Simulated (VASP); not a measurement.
**TiO2 in VASP: how settings move the PBEsol single point**

The PBEsol single point of fluorite TiO2 is repeated with altered inputs. Which of them can be trusted? This is a trial cell built on a prototype, not taken from a measured structure, and it needn't be the compound's ground state.

Code: VASP 6.6.1. PAW datasets, plane waves. These are computed values for a spin-unpolarised cell that may be hypothetical; none is a measurement.

## (1) The cell

The cell comes from an earlier relaxation with r2SCAN in another program.

The symmetry is Fm-3m (No. 225, cubic); conventional cell a = 4.794 Å, 9.18 Å³ an atom. Ti has 8 O at 2.08 Å; O has 4 Ti at 2.08 Å.

As a file:

```
CELL_PARAMETERS angstrom
0.00000 2.39683 2.39683
2.39683 0.00000 2.39683
2.39683 2.39683 0.00000
ATOMIC_POSITIONS crystal
Ti 0.00000 0.00000 0.00000
O 0.25000 0.25000 0.25000
O 0.75000 0.75000 0.75000
```

## (2) Baseline

INCAR

```
ENCUT = 520.000000
SIGMA = 0.010000
EDIFF = 1.00e-07
GGA = PS
PREC = Accurate
IBRION = -1
ISIF = 2
ISMEAR = 0
NBANDS = 19
NELM = 120
NSW = 0
LASPH = .TRUE.
LCHARG = .FALSE.
LWAVE = .FALSE.
LREAL = .FALSE.
```

KPOINTS

```
KPOINTS created by Atomic Simulation Environment
0
Gamma
10 10 10
0 0 0
```

POSCAR

```
Ti O
 1.0000000000000000
     0.0000000000000000    2.3968272536098962    2.3968272536098962
     2.3968272536098962   -0.0000000000000000    2.3968272536098962
     2.3968272536098962    2.3968272536098962    0.0000000000000000
 Ti  O
   1   2
Cartesian
 -0.0000000000000000 -0.0000000000000000 -0.0000000000000000
  1.1984136268049479  1.1984136268049479  1.1984136268049479
  3.5952408804148437  3.5952408804148437  3.5952408804148437
```

A file KPOINTS_OPT adds named points for the levels; it doesn't enter the self-consistent loop.

Potentials: the recommended PBE PAW datasets, 24 valence electrons.

Started as:

```console
> mpirun -np 1 vasp_std
```

The closing lines of the self-consistent loop in OSZICAR:

```text
DAV:  16    -0.273575380640E+02    0.23412E-04   -0.64635E-05  1903   0.835E-02    0.115E-02
DAV:  17    -0.273575371754E+02    0.88861E-06   -0.54797E-06  2235   0.236E-02    0.117E-03
DAV:  18    -0.273575372551E+02   -0.79719E-07   -0.16556E-07  1660   0.457E-03
   1 F= -.27357537E+02 E0= -.27357537E+02  d E =0.000000E+00
```

It took 42 s on 1 MPI rank of Intel Xeon Platinum 8488C, shared host; peak memory 0.18 GiB.

Values of the reference: energy (σ→0) -27.3575 eV, pressure -1.86 GPa, gap on the mesh 1.07 eV.

## (3) Altered input 1

INCAR, as its differences from that of step 2:

```diff
@@ -1,2 +1 @@
-ENCUT = 520.000000
 SIGMA = 0.010000
@@ -15 +14,2 @@
 LREAL = .FALSE.
+ENCUT = 200
```

KPOINTS is that of step 2.

POSCAR is that of step 2.

Started as:

```console
> mpirun -np 1 vasp_std
```

Printed to the terminal (iteration lines stand in OSZICAR):

```text
POSCAR found type information on POSCAR TiO
 POSCAR found :  2 types and       3 ions
 -----------------------------------------------------------------------------
|                                                                             |
|                                                                             |
|     You enforced a specific xc type in the INCAR file but a different       |
|     I HOPE YOU KNOW WHAT YOU ARE DOING!                                     |
|                                                                             |
 -----------------------------------------------------------------------------

 LDA part: xc-table for (Slater+PW92), standard interpolation
 POSCAR, INCAR and KPOINTS ok, starting setup
 FFT: planning ... GRIDC
 FFT: planning ... GRID_SOFT
 FFT: planning ... GRID
 WAVECAR not read
 entering main loop
```

OSZICAR:

```text
N       E                     dE             d eps       ncg     rms          rms(c)
DAV:   1     0.119528870587E+03    0.11953E+03   -0.74597E+03  1956   0.799E+02
DAV:   2    -0.279057533780E+02   -0.14743E+03   -0.14086E+03  1983   0.264E+02
DAV:   3    -0.343860289285E+02   -0.64803E+01   -0.64502E+01  2006   0.595E+01
DAV:   4    -0.344890951995E+02   -0.10307E+00   -0.10292E+00  2169   0.704E+00
DAV:   5    -0.344916826279E+02   -0.25874E-02   -0.25872E-02  2087   0.101E+00    0.194E+01
DAV:   6    -0.291252317926E+02    0.53665E+01   -0.13817E+01  1789   0.489E+01    0.819E+00
DAV:   7    -0.287944273106E+02    0.33080E+00   -0.10207E+00  1980   0.763E+00    0.510E+00
DAV:   8    -0.287520046253E+02    0.42423E-01   -0.82763E-01  2138   0.857E+00    0.182E+00
DAV:   9    -0.287685812383E+02   -0.16577E-01   -0.94877E-01  1900   0.906E+00    0.184E+00
DAV:  10    -0.287087287768E+02    0.59852E-01   -0.31600E-01  1986   0.486E+00    0.283E-01
DAV:  11    -0.287080126636E+02    0.71611E-03   -0.94542E-03  2036   0.860E-01    0.106E-01
DAV:  12    -0.287079458531E+02    0.66810E-04   -0.63697E-04  1998   0.243E-01    0.305E-02
DAV:  13    -0.287079321511E+02    0.13702E-04   -0.14542E-04  2122   0.860E-02    0.175E-02
DAV:  14    -0.287079312159E+02    0.93519E-06   -0.17632E-05  1975   0.388E-02    0.356E-03
DAV:  15    -0.287079322145E+02   -0.99861E-06   -0.57904E-07  1964   0.587E-03    0.432E-03
DAV:  16    -0.287079322742E+02   -0.59644E-07   -0.10960E-06  1957   0.992E-03    0.517E-04
DAV:  17    -0.287079320226E+02    0.25159E-06   -0.24097E-08  1127   0.134E-03    0.104E-04
DAV:  18    -0.287079319698E+02    0.52756E-07   -0.27640E-09  1022   0.424E-04
   1 F= -.28707932E+02 E0= -.28707932E+02  d E =-.841214E-56
```

Parts of OUTCAR:

```text
k-points           NKPTS =     47   k-points in BZ     NKDIM =     47   number of bands    NBANDS=     19

   NELECT =      24.0000    total number of electrons

   dimension x,y,z NGX =    16 NGY =   16 NGZ =   16
   dimension x,y,z NGXF=    32 NGYF=   32 NGZF=   32

  energy-cutoff  :      200.00
  volume of cell :       27.54
      direct lattice vectors                 reciprocal lattice vectors
     0.000000000  2.396827254  2.396827254    -0.208609110  0.208609110  0.208609110
     2.396827254  0.000000000  2.396827254     0.208609110 -0.208609110  0.208609110
     2.396827254  2.396827254  0.000000000     0.208609110  0.208609110 -0.208609110

 k-points in reciprocal lattice and weights: KPOINTS created by Atomic Simulation Env
   0.00000000  0.00000000  0.00000000       0.001
   0.10000000  0.00000000  0.00000000       0.008
   0.20000000  0.00000000  0.00000000       0.008
   0.30000000  0.00000000  0.00000000       0.008
   0.40000000  0.00000000  0.00000000       0.008
   0.50000000  0.00000000  0.00000000       0.004
   0.10000000  0.10000000  0.00000000       0.006
   0.20000000  0.10000000  0.00000000       0.024
[... 39 more k-points ...]

 E-fermi :   7.1426

 k-point     1 :       0.0000    0.0000    0.0000
  band No.  band energies     occupation
      1     -50.1535      2.00000
      2     -26.3706      2.00000
      3     -26.3706      2.00000
      4     -26.3706      2.00000
      5     -13.3031      2.00000
      6      -9.8687      2.00000
      7       1.1212      2.00000
      8       1.1213      2.00000
      9       1.1213      2.00000
     10       6.7042      2.00000
     11       6.7042      2.00000
     12       6.7042      2.00000
     13       8.6135      0.00000
     14       8.6135      0.00000
     15      13.4611      0.00000
     16      13.4611      0.00000
     17      13.4611      0.00000
     18      14.7136      0.00000
     19      21.4877      0.00000

 k-point     2 :       0.1000    0.0000    0.0000
  band No.  band energies     occupation
      1     -50.1557      2.00000
      2     -26.3974      2.00000
      3     -26.3737      2.00000
      4     -26.3737      2.00000
      5     -13.1916      2.00000
      6      -9.9859      2.00000
      7       1.2169      2.00000
      8       1.2169      2.00000
      9       1.3676      2.00000
     10       6.0766      2.00000
     11       6.3325      2.00000
     12       6.3325      2.00000
     13       8.8399      0.00000
     14       8.8399      0.00000
     15      13.1182      0.00000
     16      13.3339      0.00000
     17      13.3339      0.00000
     18      15.1073      0.00000
     19      21.5646      0.00000

[... the tables of k-points 3 to 47 left out ...]

  Total      -41.6140005    -41.6140005    -41.6140005     -0.0000000      0.0000000      0.0000000
  in kB    -2421.0839673  -2421.0839673  -2421.0839673     -0.0000000      0.0000000      0.0000000
  external PRESSURE =   -2421.0839673 kB  Pullay stress =       0.0000000 kB

 POSITION                                       TOTAL-FORCE (eV/Angst)
 -----------------------------------------------------------------------------------
      0.00000      0.00000      0.00000         0.000000     -0.000000     -0.000000
      1.19841      1.19841      1.19841         0.000000      0.000000      0.000000
      3.59524      3.59524      3.59524        -0.000000     -0.000000     -0.000000
 -----------------------------------------------------------------------------------
    total drift:                                0.000000      0.000000     -0.000000

  FREE ENERGIE OF THE ION-ELECTRON SYSTEM (eV)
  ---------------------------------------------------
  free  energy   TOTEN  =       -28.7079319698 eV

  energy  without entropy=      -28.7079319698  energy(sigma->0) =      -28.70793197
```

It took 6.8 s on 1 MPI rank of Intel Xeon Platinum 8488C, shared host; peak memory 0.12 GiB.

Changed: ENCUT = 200. The run ends normally. Against the reference the energy moves by -450.1 meV/atom; the pressure goes from -1.9 to -242.1 GPa, the gap on the mesh goes from 1.07 to 1.58 eV. These settings are too coarse to quote the result as the crystal's.

## (4) Altered input 2

INCAR, as its differences from that of step 2:

```diff
@@ -15 +15,2 @@
 LREAL = .FALSE.
+LMAXMIX = 4
```

KPOINTS is that of step 2.

POSCAR is that of step 2.

Started as:

```console
> mpirun -np 1 vasp_std
```

Printed to the terminal (iteration lines stand in OSZICAR):

```text
POSCAR found type information on POSCAR TiO
 POSCAR found :  2 types and       3 ions
 -----------------------------------------------------------------------------
|                                                                             |
|                                                                             |
|     You enforced a specific xc type in the INCAR file but a different       |
|     I HOPE YOU KNOW WHAT YOU ARE DOING!                                     |
|                                                                             |
 -----------------------------------------------------------------------------

 LDA part: xc-table for (Slater+PW92), standard interpolation
 POSCAR, INCAR and KPOINTS ok, starting setup
 FFT: planning ... GRIDC
 FFT: planning ... GRID_SOFT
 FFT: planning ... GRID
 WAVECAR not read
 entering main loop
```

OSZICAR:

```text
N       E                     dE             d eps       ncg     rms          rms(c)
DAV:   1     0.248024869971E+03    0.24802E+03   -0.12906E+04  1786   0.150E+03
DAV:   2    -0.138276670874E+02   -0.26185E+03   -0.24750E+03  1900   0.412E+02
DAV:   3    -0.357188858827E+02   -0.21891E+02   -0.21613E+02  2036   0.123E+02
DAV:   4    -0.365142402116E+02   -0.79535E+00   -0.79338E+00  2474   0.213E+01
DAV:   5    -0.365299400742E+02   -0.15700E-01   -0.15693E-01  2074   0.290E+00    0.211E+01
DAV:   6    -0.279904727703E+02    0.85395E+01   -0.40068E+01  2148   0.751E+01    0.915E+00
DAV:   7    -0.275940990414E+02    0.39637E+00   -0.94208E+00  2139   0.274E+01    0.611E+00
DAV:   8    -0.273896502667E+02    0.20445E+00   -0.53656E-01  2058   0.769E+00    0.328E+00
DAV:   9    -0.275083708861E+02   -0.11872E+00   -0.12978E+00  2161   0.106E+01    0.357E+00
DAV:  10    -0.273743389149E+02    0.13403E+00   -0.49414E-01  2151   0.644E+00    0.134E+00
DAV:  11    -0.273606675707E+02    0.13671E-01   -0.11070E-01  2014   0.352E+00    0.494E-01
DAV:  12    -0.273581746011E+02    0.24930E-02   -0.82323E-03  2000   0.885E-01    0.220E-01
DAV:  13    -0.273577069566E+02    0.46764E-03   -0.10088E-03  2082   0.325E-01    0.115E-01
DAV:  14    -0.273575572155E+02    0.14974E-03   -0.81631E-04  2024   0.186E-01    0.531E-02
DAV:  15    -0.273575566818E+02    0.53377E-06   -0.25750E-05  1972   0.445E-02    0.445E-02
DAV:  16    -0.273575369989E+02    0.19683E-04   -0.77254E-05  1894   0.926E-02    0.325E-03
DAV:  17    -0.273575371956E+02   -0.19671E-06   -0.17670E-06  2056   0.110E-02    0.126E-03
DAV:  18    -0.273575372502E+02   -0.54598E-07   -0.53680E-08  1272   0.270E-03
   1 F= -.27357537E+02 E0= -.27357537E+02  d E =0.000000E+00
```

From OUTCAR:

```text
k-points           NKPTS =     47   k-points in BZ     NKDIM =     47   number of bands    NBANDS=     19

   NELECT =      24.0000    total number of electrons

   dimension x,y,z NGX =    28 NGY =   28 NGZ =   28
   dimension x,y,z NGXF=    56 NGYF=   56 NGZF=   56

  energy-cutoff  :      520.00
  volume of cell :       27.54
      direct lattice vectors                 reciprocal lattice vectors
     0.000000000  2.396827254  2.396827254    -0.208609110  0.208609110  0.208609110
     2.396827254  0.000000000  2.396827254     0.208609110 -0.208609110  0.208609110
     2.396827254  2.396827254  0.000000000     0.208609110  0.208609110 -0.208609110

 k-points in reciprocal lattice and weights: KPOINTS created by Atomic Simulation Env
   0.00000000  0.00000000  0.00000000       0.001
   0.10000000  0.00000000  0.00000000       0.008
   0.20000000  0.00000000  0.00000000       0.008
   0.30000000  0.00000000  0.00000000       0.008
   0.40000000  0.00000000  0.00000000       0.008
   0.50000000  0.00000000  0.00000000       0.004
   0.10000000  0.10000000  0.00000000       0.006
   0.20000000  0.10000000  0.00000000       0.024
[... 39 more k-points ...]

 E-fermi :   7.5214

 k-point     1 :       0.0000    0.0000    0.0000
  band No.  band energies     occupation
      1     -50.2242      2.00000
      2     -26.4193      2.00000
      3     -26.4193      2.00000
      4     -26.4193      2.00000
      5     -12.3982      2.00000
      6      -8.4916      2.00000
      7       1.1982      2.00000
      8       1.1982      2.00000
      9       1.1982      2.00000
     10       6.3992      2.00000
     11       6.3992      2.00000
     12       6.3992      2.00000
     13       8.3507      0.00000
     14       8.3507      0.00000
     15      12.7012      0.00000
     16      12.7012      0.00000
     17      12.7012      0.00000
     18      14.7439      0.00000
     19      21.2575      0.00000

 k-point     2 :       0.1000    0.0000    0.0000
  band No.  band energies     occupation
      1     -50.2219      2.00000
      2     -26.4454      2.00000
      3     -26.4223      2.00000
      4     -26.4223      2.00000
      5     -12.2758      2.00000
      6      -8.6396      2.00000
      7       1.2925      2.00000
      8       1.2925      2.00000
      9       1.4728      2.00000
     10       6.1034      2.00000
     11       6.1034      2.00000
     12       6.1146      2.00000
     13       8.5831      0.00000
     14       8.5831      0.00000
     15      12.3959      0.00000
     16      12.6027      0.00000
     17      12.6027      0.00000
     18      15.1021      0.00000
     19      21.1863      0.00000

[... the tables of k-points 3 to 47 left out ...]

  Total       -0.3185049     -0.3185049     -0.3185049     -0.0000000      0.0000000      0.0000000
  in kB      -18.5304708    -18.5304708    -18.5304708     -0.0000000      0.0000000      0.0000000
  external PRESSURE =     -18.5304708 kB  Pullay stress =       0.0000000 kB

 POSITION                                       TOTAL-FORCE (eV/Angst)
 -----------------------------------------------------------------------------------
      0.00000      0.00000      0.00000        -0.000000      0.000000     -0.000000
      1.19841      1.19841      1.19841        -0.000000     -0.000000     -0.000000
      3.59524      3.59524      3.59524         0.000000      0.000000      0.000000
 -----------------------------------------------------------------------------------
    total drift:                               -0.000000     -0.000000      0.000000

  FREE ENERGIE OF THE ION-ELECTRON SYSTEM (eV)
  ---------------------------------------------------
  free  energy   TOTEN  =       -27.3575372502 eV

  energy  without entropy=      -27.3575372502  energy(sigma->0) =      -27.35753725
```

It took 38 s on 1 MPI rank of Intel Xeon Platinum 8488C, shared host; peak memory 0.17 GiB.

Changed: LMAXMIX = 4. VASP runs to the end. Against the reference the energy moves by less than 0.1 meV/atom.

## (5) All runs together

| run | changed | ending | energy change (meV/atom) | pressure (GPa) | gap on the mesh (eV; negative: overlap) | electronic steps | time | usable |
| --- | --- | --- | --- | --- | --- | --- | --- | --- |
| ref. | – | converged | 0 | -1.9 | 1.07 | 18 | 42 s | yes |
| 1 | ENCUT = 200 | converged | -450.1 | -242.1 | 1.58 | 18 | 6.8 s | no |
| 2 | LMAXMIX = 4 | converged | 0.0 | -1.9 | 1.07 | 18 | 38 s | yes |

Of 2 altered inputs, 1 ended normally on a faulty or unsound input, 1 gave usable results.
